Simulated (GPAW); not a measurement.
# Al (Fm-3m) in GPAW: further runs

One crystal, Al, is run at these levels: r2SCAN, vdW-DF, WC; tasks: band structure, equation of state.

Program: GPAW 26.7.0. These are calculated values, not measurements. Logs are shortened: lines on timing, memory, paths and dates and some standing lists are left out, and cuts for length are marked. The log counts tension as positive stress, the text compression.

**The experiment to reproduce.**

“The interpretation of polycrystalline coherent inelastic neutron scattering from aluminium”, 2013, pmc:3831299 quotes, for a bulk crystal of Al: bulk modulus 76.9 GPa.

The runs below are set against these values where they give the same quantity.

### Step 1. The crystal as given

It takes space group Fm-3m (No. 225, cubic). Conventional cell: a = 4.050 Å, b = 4.050 Å, c = 4.050 Å, α = 90.00°, β = 90.00°, γ = 90.00°. Al (site symmetry m-3m) is surrounded by 12 Al at 2.86 Å.

### Step 2. Band structure, r2SCAN

The input, run.py:

```python
from ase.dft.bandgap import bandgap
from ase.io import read, write
from ase.units import GPa
from gpaw import GPAW, PW

atoms = read('POSCAR')

calc = GPAW(mode=PW(600),
            xc='MGGA_X_R2SCAN+MGGA_C_R2SCAN',
            kpts={'size': (11, 11, 11), 'gamma': True},
            occupations={'name': 'fermi-dirac', 'width': 0.05},
            nbands=7,
            convergence={'density': 1e-05, 'energy': 1e-05},
            maxiter=150,
            txt='gpaw.txt')
atoms.calc = calc
energy = atoms.get_potential_energy()
forces = atoms.get_forces()
stress = atoms.get_stress()
calc.write('gs.gpw')
write('result.traj', atoms)
print(f'Energy: {energy:.6f} eV')
print('Forces (eV/A):')
print(forces.round(4))
print('Stress (GPa):', (stress / GPa).round(3))
print('Fermi level:', round(calc.get_fermi_level(), 4), 'eV')
print(f'Gap: {bandgap(calc)[0]:.4f} eV, direct: {bandgap(calc, direct=True)[0]:.4f} eV')

path = atoms.cell.bandpath('GXWKGLUWLK,UX', npoints=80, eps=1e-4)
bs_calc = calc.fixed_density(kpts=path, symmetry='off', nbands=13,
                             convergence={'bands': 'CBM+6.0', 'eigenstates': 1e-6}, txt='bands.txt')
bs = bs_calc.band_structure()
bs.write('bs.json')
print(f'Gap on the path: {bandgap(bs_calc)[0]:.4f} eV')
```

The input, POSCAR:

```
Al
1.0
    0.0000000000      2.0248050000      2.0248050000
    2.0248050000      0.0000000000      2.0248050000
    2.0248050000      2.0248050000      0.0000000000
Al
1
Direct
    0.0000000000      0.0000000000      0.0000000000
```

Potentials or basis: GPAW PAW data sets (gpaw-data 1.2.1), pw.

Command:

```bash
$ OMP_NUM_THREADS=1 python run.py
```

gpaw.txt:

```text
__  _  _
 | _ |_)|_||  |
 |__||  | ||/\| - 26.7.0

Input parameters:
  mode=PW(ecut=600.0),
  convergence={'density': 1e-05, 'energy': 1e-05},
  kpts=MonkhorstPack(size=(11, 11, 11), gamma=True),
  maxiter=150,
  nbands=7,
  occupations=Occupations(name='fermi-dirac', width=0.05),
  xc=XC(name='MGGA_X_R2SCAN+MGGA_C_R2SCAN')

Diagonalizing LCAO Hamiltonian
Converting LCAO to pw mode

       Al

Atoms  # Å, Bohr magnetons
|   | symbol |        x |        y |        z |    initial magnetic moments |
|---|--------|----------|----------|----------|-----------------------------|
| 0 |     Al | 0.000000 | 0.000000 | 0.000000 | ( 0.0000,  0.0000,  0.0000) |

Unit cell  # Å
| periodic |        x |        y |        z |  lengths |    angles |
|----------|----------|----------|----------|----------|-----------|
|      yes | 0.000000 | 2.024805 | 2.024805 | 2.863507 | 60.000000 |
|      yes | 2.024805 | 0.000000 | 2.024805 | 2.863507 | 60.000000 |
|      yes | 2.024805 | 2.024805 | 0.000000 | 2.863507 | 60.000000 |

Number of symmetries: 48
Symmetry operations  # r_c * U_cc + t_c -> r_c
|    | kind |            matrix            |
|----|------|------------------------------|
|  0 |  σ   |  1, 0, 0,  1, 0,-1,  1,-1, 0 |
|  1 |  C2  |  1, 0, 0,  1,-1, 0,  1, 0,-1 |
|  2 |  E   |  1, 0, 0,  0, 1, 0,  0, 0, 1 |
|  3 |  σ   |  1, 0, 0,  0, 0, 1,  0, 1, 0 |
|  4 |  C4  |  1, 0,-1,  1, 0, 0,  1,-1, 0 |
|  5 |  S6  |  1, 0,-1,  1,-1, 0,  1, 0, 0 |
|  6 |  σ   |  1, 0,-1,  0, 1,-1,  0, 0,-1 |
|  7 |  C3  |  1, 0,-1,  0, 0,-1,  0, 1,-1 |
|  8 |  S6  |  1,-1, 0,  1, 0, 0,  1, 0,-1 |
|  9 |  C4  |  1,-1, 0,  1, 0,-1,  1, 0, 0 |
| 10 |  C3  |  1,-1, 0,  0,-1, 1,  0,-1, 0 |
| 11 |  σ   |  1,-1, 0,  0,-1, 0,  0,-1, 1 |
| 12 |  σ   |  0, 1, 0,  1, 0, 0,  0, 0, 1 |
| 13 |  C4  |  0, 1, 0,  0, 1,-1, -1, 1, 0 |
| 14 |  C3  |  0, 1, 0,  0, 0, 1,  1, 0, 0 |
| 15 |  S6  |  0, 1, 0, -1, 1, 0,  0, 1,-1 |
| 16 |  C2  |  0, 1,-1,  1, 0,-1,  0, 0,-1 |
| 17 |  σ   |  0, 1,-1,  0, 1, 0, -1, 1, 0 |
| 18 |  S4  |  0, 1,-1,  0, 0,-1,  1, 0,-1 |
| 19 |  C4  |  0, 1,-1, -1, 1, 0,  0, 1, 0 |
| 20 |  C3  |  0, 0, 1,  1, 0, 0,  0, 1, 0 |
| 21 |  σ   |  0, 0, 1,  0, 1, 0,  1, 0, 0 |
| 22 |  S6  |  0, 0, 1,  0,-1, 1, -1, 0, 1 |
| 23 |  C4  |  0, 0, 1, -1, 0, 1,  0,-1, 1 |
| 24 |  S4  |  0, 0,-1,  1, 0,-1,  0, 1,-1 |
| 25 |  C3  |  0, 0,-1,  0, 1,-1,  1, 0,-1 |
| 26 |  C2  |  0, 0,-1,  0,-1, 0, -1, 0, 0 |
| 27 |  S6  |  0, 0,-1, -1, 0, 0,  0,-1, 0 |
| 28 |  S4  |  0,-1, 1,  1,-1, 0,  0,-1, 0 |
| 29 |  C4  |  0,-1, 1,  0, 0, 1, -1, 0, 1 |
| 30 |  C2  |  0,-1, 1,  0,-1, 0,  1,-1, 0 |
| 31 |  σ   |  0,-1, 1, -1, 0, 1,  0, 0, 1 |
| 32 |  C3  |  0,-1, 0,  1,-1, 0,  0,-1, 1 |
| 33 |  S6  |  0,-1, 0,  0, 0,-1, -1, 0, 0 |
| 34 |  S4  |  0,-1, 0,  0,-1, 1,  1,-1, 0 |
| 35 |  C2  |  0,-1, 0, -1, 0, 0,  0, 0,-1 |
| 36 |  C2  | -1, 1, 0,  0, 1, 0,  0, 1,-1 |
| 37 |  S6  | -1, 1, 0,  0, 1,-1,  0, 1, 0 |
| 38 |  S4  | -1, 1, 0, -1, 0, 1, -1, 0, 0 |
| 39 |  C3  | -1, 1, 0, -1, 0, 0, -1, 0, 1 |
| 40 |  S6  | -1, 0, 1,  0, 0, 1,  0,-1, 1 |
| 41 |  C2  | -1, 0, 1,  0,-1, 1,  0, 0, 1 |
| 42 |  C3  | -1, 0, 1, -1, 1, 0, -1, 0, 0 |
| 43 |  S4  | -1, 0, 1, -1, 0, 0, -1, 1, 0 |
| 44 |  C2  | -1, 0, 0,  0, 0,-1,  0,-1, 0 |
| 45 |  i   | -1, 0, 0,  0,-1, 0,  0, 0,-1 |
| 46 |  σ   | -1, 0, 0, -1, 1, 0, -1, 0, 1 |
| 47 |  C2  | -1, 0, 0, -1, 0, 1, -1, 1, 0 |

BZ-sampling:
  Number of BZ points: 1331
  Number of IBZ points: 56

  Monkhorst-Pack size: [11, 11, 11]
  Monkhorst-Pack shift: [0, 0, 0]

K-points  # in reciprocal-cell coordinates
|     |                                coordinates |     weight |
|-----|--------------------------------------------|------------|
|   0 | (  0.00000000,   0.00000000,   0.00000000) | 0.00075131 |
|   1 | (  0.09090909,   0.09090909,   0.00000000) | 0.00450789 |
|   2 | (  0.09090909,   0.09090909,   0.09090909) | 0.00601052 |
|   3 | (  0.18181818,   0.09090909,   0.09090909) | 0.00901578 |
|   4 | (  0.18181818,   0.18181818,   0.00000000) | 0.00450789 |
|   5 | (  0.18181818,   0.18181818,   0.09090909) | 0.01803156 |
|   6 | (  0.18181818,   0.18181818,   0.18181818) | 0.00601052 |
|   7 | (  0.27272727,   0.18181818,   0.09090909) | 0.01803156 |
|   8 | (  0.27272727,   0.18181818,   0.18181818) | 0.01803156 |
|   9 | (  0.27272727,   0.27272727,   0.00000000) | 0.00450789 |
| ... |                                            |            |
|  55 | (  0.45454545,   0.45454545,   0.45454545) | 0.00601052 |

Plane wave coefficients: 564
Cutoff: 600.0 eV

Spin-components: 1 (collinear spins)
Bands:           7
Projectors:      5
Spin-degeneracy: 2
Datatype:        complex128

Parallelization:
  kpt:    1
  domain: 1
  band:   1

Density:
  Valence electrons: 3.0
  Components: 1
  Grid points: [18 18 18]
  Charge: 0.0  # |e|

Potential:
  Grid points: [18 18 18]

species:
  Al:
    name:    Aluminium
    Z:       13.0
    valence: 3
    core:    10
    charge:  0.0  # [|e|]
    compensation charges:
      type: gauss
      rc: 0.34  # [Å]
      lmax: 2
    cutoffs:
      filter: 1.91  # [Å]
      core: 2.36  # [Å]
    projectors
    | kind |    occ | energy [eV] | rcut [Å] |
    |------|--------|-------------|----------|
    |   3s |  2.000 |      -7.753 |    1.085 |
    |   3p |  1.000 |      -2.712 |    1.085 |
    |    s |        |      19.459 |    1.085 |
    |    p |        |      24.499 |    1.085 |
    |    d |        |       0.000 |    1.085 |

    Using partial waves for Al as LCAO basis

Reference energy: -6603.423265  # eV

eigensolver:
  PPCG
  Converge bands: occupied
  niter=2

density mixing:
  MSR1-Mixer
  Pratt-step length: 0.05
  Maximum mixing coefficient: 0.75
  Old densities: 10
  SVD Regularization: 0.005
  Good broyden scale: 1.0
  Trust region scale: 1.0
  Backstep threshold: 4.0
  History deletion threshold: 6.0
  Fourier metric: weight=20.0, sigma=0.015

occupation numbers:
  Fermi-Dirac:
    width: 0.0500  # eV

poisson solver:
  ecut: 4800.0  # eV

xc functional:
  name: MGGA_X_R2SCAN+MGGA_C_R2SCAN with 2 nearest neighbor stencil

convergence criteria:
- Maximum integral of absolute [dens]ity change: 1e-05 electrons / valence electron
- Maximum [total energy] change in last 3 cyles: 1e-05 eV / valence electron
- Maximum integral of absolute [eigenst]ate change: 4e-08 eV^2 / valence electron
maximum number of iterations: 150

SCF iterations
|iter     | |      energy | eigst |  dens |
|---------|-|-------------|-------|-------|
|iter:   1| |   -6.788754 | -0.11 |       |
|iter:   2| |   -6.628958 | -2.45 | -0.99 |
|iter:   3| |-2642.769116 | +3.30 | -0.96 |
|iter:   4| |   -6.098302 | +2.46 | +1.31 |
|iter:   5| |   -6.639245 | -0.86 | -1.80 |
|iter:   6| |   -6.639203 | -3.66 | -1.83 |
|iter:   7| |   -6.638938 | -4.05 | -2.06 |
|iter:   8| |   -6.638936 | -5.82 | -2.48 |
|iter:   9| |   -6.638936c| -7.95c| -3.88 |
|iter:  10| |   -6.638936c| -9.03c| -4.28 |
|iter:  11| |   -6.638936c| -9.65c| -5.53c|

Converged in 11 steps
Energy contributions relative to reference atoms: (reference = -6603.423265)

Energy contributions:
  Kinetic:           0.433452
  Coulomb:           1.228286
  Zero:             -0.012300
  External:          0.000000
  Xc:               -8.286461
  Entropy:          -0.003823
  Spinorbit:         0.000000
  ----------------------------
  Free energy:      -6.640847
  Extrapolated:     -6.638936

dipole moment: (-6.928846, -6.928846, -6.928846)  # |e|*Ang

Fermi level: 7.120
Eigenvalues  # (at kpt = [0.000, 0.000, 0.000])
| band index |      eig [eV] | occ [0-2] |
|------------|---------------|-----------|
|          0 |        -4.692 |     2.000 |
|          1 |        20.488 |     0.000 |
|          2 |        20.488 |     0.000 |
|          3 |        20.488 |     0.000 |
|          4 |        22.259 |     0.000 |
|          5 |        22.259 |     0.000 |
|          6 |        22.259 |     0.000 |

No gap
No difference between direct/indirect transitions

Forces  # eV/Ang
|       x |       y |       z |
|---------|---------|---------|
| 0.00000 | 0.00000 | 0.00000 |  # Al   0

Stress tensor  # eV/Ang^3
|         x |         y |         z |
|-----------|-----------|-----------|
|  0.020570 | -0.000000 | -0.000000 |
| -0.000000 |  0.020570 |  0.000000 |
| -0.000000 |  0.000000 |  0.020570 |

# Writing to gs.gpw (mode='')
```

Run time: 43 s. Hardware: 1 thread of Arm Neoverse V1, shared host; peak memory 0.18 GiB.

What came out:

```yaml
Free_energy: -6.6408 eV
Pressure: -3.3 GPa
Band_gap_along_the_path: none (metal or under the smearing width)
```

Levels at the corners of the path, in eV from the Fermi level:
```csv
point,band 1,band 2,band 3,band 4,band 5
Γ,-11.81,13.37,13.37,13.37,15.14
X,-3.16,-1.65,5.50,5.97,5.97
W,-0.94,-0.94,0.05,1.47,16.83
K,-2.05,-1.52,-0.28,7.01,8.78
Γ,-11.81,13.37,13.37,13.37,15.14
L,-4.99,-4.53,12.11,12.11,12.25
U,-2.05,-1.52,-0.28,7.01,8.78
W,-0.94,-0.94,0.05,1.47,16.83
L,-4.99,-4.53,12.11,12.11,12.25
K,-2.05,-1.52,-0.28,7.01,8.78
U,-2.05,-1.52,-0.28,7.01,8.78
X,-3.16,-1.65,5.50,5.97,5.97
```

Caveat: the PAW data sets were made with another functional, which shifts forces and pressure a little.

[end of part 1 of 2]
